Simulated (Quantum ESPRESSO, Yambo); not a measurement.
Planning a run of Quantum ESPRESSO 7.5 on LiBr (Fm-3m). The input:

```
&control
  calculation = 'nscf'
  prefix = 'x'
  outdir = 'o'
  pseudo_dir = 'pseudo'
/
&system
  ibrav = 0
  nat = 2
  ntyp = 2
  ecutwfc = 76.0
  nbnd = 420
  force_symmorphic = .true.
  noncolin = .true.
  lspinorb = .true.
/
&electrons
  conv_thr = 1e-9
  electron_maxstep = 80
  diago_full_acc = .true.
  diago_thr_init = 5e-6
/
ATOMIC_SPECIES
  Li 6.94 Li.upf
  Br 79.904 Br.upf
CELL_PARAMETERS angstrom
  0.0000000000 2.7506500000 2.7506500000
  2.7506500000 0.0000000000 2.7506500000
  2.7506500000 2.7506500000 0.0000000000
ATOMIC_POSITIONS crystal
  Li 0.0000000000 0.0000000000 0.0000000000
  Br 0.5000000000 0.5000000000 0.5000000000
K_POINTS automatic
  4 4 4 0 0 0
```

```sh
OMP_NUM_THREADS=1 mpirun -n 4 pw.x -nk 4 -in pw.in > pw.out
```

Question: How long will it take on 4 MPI ranks of Arm Neoverse V1, shared host, and how much memory?

It took 92 s; on shared hardware allow 46 s to 3.1 min. Peak host memory was 1.1 GiB.

[Paths, hosts, dates, memory and timing lines, banners, echoed tables and standing remarks are left out of the program output.]

[Logs are printed without paths, hosts, clocks, repeated set-up lines and the standing remarks that a program may print on its own settings, such as how far it seeks lower states.]

[Runs of the session that timed out or met a known fault of the program may be left out.]

[Hosts, paths, dates, database ids (printed as entryN), source tags and the programs' standing remarks are cut or masked in the printed files.]
